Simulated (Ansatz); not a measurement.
Ansatz input file:

```yaml
crystal:
  lattice:
    - [2.4232528267, 0.0, 0.0]
    - [-1.2116264134, 2.2498026345, 0.0158681732]
    - [0.0, 0.048837, 6.5866395]
  atoms:
    - { symbol: B, position: [-9.65651e-05, -0.0001931303, 0.4966234135] }
    - { symbol: B, position: [0.3325245332, 0.6650490664, 0.000371285] }
    - { symbol: "N", position: [0.0032019169, 0.0064038338, 0.0068666018] }
    - { symbol: "N", position: [0.6643701151, 0.3287402301, 0.4961386998] }
basis:
  ecutwfc: 420
kpoints:
  mp_grid: { grid: [12, 12, 4] }
hamiltonian:
  xc: pbe
scf:
  occupations: { method: gaussian, width: 0.02 }
output:
  forces: true
  stress: true
  eigenvalues: true
```

Run as
```bash
ansatz run input.yaml --threads 1 --pin off --max-ram 1331MiB --backend cpu --events-out ev --progress --plain --runs-dir out
```

Level of theory: Ansatz 0.2.0, DFT PBE, scalar-relativistic, plane waves, PAW.

Abridged output:

```
Pseudopotentials: kind: paw
Pseudopotential: B, paw, valence charge 3, recommended cutoff 420 eV (normal)
Pseudopotential: N, paw, valence charge 5, recommended cutoff 420 eV (normal)
Functional definition: PBE
Crystal: 4 atoms, lattice volume = 35.907 Å³
Basis set: ecut = 420 eV, 697 PW (Γ), exchange–correlation on 36×36×90 points (8 copies of the dense FFT grid, shifted against one another)
Bands: 12, of which v1, the nominal top of the filled ones, is band 8 counted from 1 (7 counted from 0)
Symmetry: 2 space group operations
Space group: Cm (ITA 8), of the structure as read, at distance tolerance 3.3e-5 Å
k-points: 164 of 576 (time reversal used)
Initial density: superposition of atomic densities (neutral atoms: chi_scale 0, normalization atom), corrected by the library's trained network
Initial wavefunctions: pseudopotential atomic-orbital guess
Functional: x = pbe(κ = 0.804, μ = 0.21951497), c = pbe(β = 0.06672455)
SCF iter   1: F=—  HF=-1084.585388 eV  |F-HF|=—  |Δ(HF+E_count)|=         —  Δρ=1.90e-3  dr2=5.06e-4  ethr=1.77e-3  ⟨swp⟩=6.1  Hψ=12201  notcnv=0
SCF iter   2: F=—  HF=-1084.586515 eV  |F-HF|=—  |Δ(HF+E_count)|=   1.13e-3  Δρ=8.68e-4  dr2=8.32e-5  ethr=3.16e-6  ⟨swp⟩=2.2  Hψ=5068  notcnv=0
SCF iter   3: F=—  HF=-1084.586933 eV  |F-HF|=—  |Δ(HF+E_count)|=   4.18e-4  Δρ=1.67e-4  dr2=6.13e-6  ethr=5.20e-7  ⟨swp⟩=2.0  Hψ=3654  notcnv=0
SCF iter   4: F=—  HF=-1084.586948 eV  |F-HF|=—  |Δ(HF+E_count)|=   1.47e-5  Δρ=3.80e-5  dr2=1.80e-6  ethr=3.83e-8  ⟨swp⟩=2.0  Hψ=3084  notcnv=0
SCF iter   5: F=-1084.586948 eV  HF=-1084.586948 eV  |F-HF|=4.55e-8  |Δ(HF+E_count)|=   3.04e-7  Δρ=1.71e-5  dr2=6.26e-8  ethr=1.13e-8  ⟨swp⟩=2.1  Hψ=2713  notcnv=0
SCF iter   6: F=-1084.586948 eV  HF=-1084.586948 eV  |F-HF|=4.34e-9  |Δ(HF+E_count)|=   6.65e-8  Δρ=3.71e-6  dr2=1.82e-9  ethr=3.91e-10  ⟨swp⟩=2.2  Hψ=7136  notcnv=0
SCF 1 converged in 6 iterations: F = -1084.586948 eV  dr2 = 1.82e-9
SCF converged after 6 iterations
Free energy (F): -1084.586948 eV
Harris-Foulkes:  -1084.586948 eV  (|F-HF|=4.34e-9)
Internal energy: -1084.586948 eV  (E = F + TS)
E sigma→0 (E₀):  -1084.586948 eV
Fermi energy:    6.882074 eV
--- Per-component energies (eV) ---
  E_band       = -36.693216
  E_kinetic    = 366.446959
  E_local      = -684.518042  (includes V_loc(G=0)·N_el)
  E_nonlocal   = 115.603153
  E_hartree    = 220.025591
  E_xc         = -184.294389
  E_vxc        = -228.646779  (∫ρ·V_xc dr)
  E_paw        = -413.585058  (= ΣΔE_a)
  E_vpaw       = -45.629838  (= ΣTr[D̂ρ^β])
  E_aug_tail   = 0.000202  (compensation charges beyond the density's cutoff)
  E_ewald      = -504.265362
  E_smearing   =  0.000000  (= −TS)
--- Forces (eV/Å), atoms counted from 1 ---
  atom   1  B      0.00000000    -1.05542131    -0.07712565
  atom   2  B      0.00000000    -0.00078610     0.56200340
  atom   3  N      0.00000000    -0.01463123    -0.59365964
  atom   4  N      0.00000000     1.07084333     0.10878855
--- Stress (GPa, compression-positive) ---
       28.092835       0.000000       0.000000
        0.000000     -23.003658      -0.246101
        0.000000      -0.246113       3.013743
  P = ⅓ Tr σ = 2.7010 GPa (27.010 kbar)
--- Band table (eV; the first three rows and the last of 164) ---
  k-point 0: bands = ["-12.9896", "-12.6594", "-1.4219", "0.7811", "3.0095", "3.4427", "3.6521", "3.8867", "10.0109", "14.7612", "15.1441", "15.4864"]
  k-point 1: bands = ["-12.9502", "-12.7040", "-1.1558", "0.3821", "3.0099", "3.4433", "3.6525", "3.8867", "10.7025", "14.0253", "15.1674", "15.5133"]
  k-point 2: bands = ["-12.8852", "-12.7743", "-0.5198", "-0.3782", "3.0102", "3.4437", "3.6527", "3.8864", "12.0854", "12.6190", "15.1760", "15.5205"]
  k-point 163: bands = ["-9.7147", "-9.6422", "-2.9626", "-2.9349", "-1.1268", "-0.9013", "3.8447", "4.0208", "10.3424", "10.4063", "16.4500", "16.8059"]
```

Self-consistency was reached.

The cell holds layers, and where no dispersion correction was added their binding is poorly described.